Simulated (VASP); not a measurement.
Input of a VASP 6.6.1 run:

File INCAR:

```
PREC = Accurate
ENCUT = 520
EDIFF = 1E-6
ISMEAR = 0
SIGMA = 0.014
LREAL = False
LASPH = True
NELM = 100
ALGO = Fast
ISIF = 2
LWAVE = False
LCHARG = False
GGA = PE
NBANDS = 33
```

File KPOINTS:

```
Automatic mesh
0
Gamma
  10 10 10
```

The input POSCAR:

```
TiO2
1.0
   -1.8921000000      1.8921000000      4.7573000000
    1.8921000000     -1.8921000000      4.7573000000
    1.8921000000      1.8921000000     -4.7573000000
Ti O
2 4
Direct
    0.7500000000      0.2500000000      0.5000000000
    0.0000000000      0.0000000000      0.0000000000
    0.7919000000      0.7919000000      0.0000000000
    0.5419000000      0.0419000000      0.5000000000
    0.9581000000      0.4581000000      0.5000000000
    0.2081000000      0.2081000000      0.0000000000
```

Potentials or basis: VASP PAW PBE potentials, release 64 (Ti_sv, O).

The run is started by

```bash
$ cat potpaw_PBE.64/Ti_sv/POTCAR potpaw_PBE.64/O/POTCAR > POTCAR
$ mpirun -np 1 vasp_std > vasp.out
```

(1) Predict the largest force.

(2) Predict the pressure.

(3) What does it give for the band gap on the k mesh?

Results:

(1) 0.125 eV/Å.

(2) 5.9 GPa.

(3) 2.11 eV, indirect (least direct gap 2.44 eV).
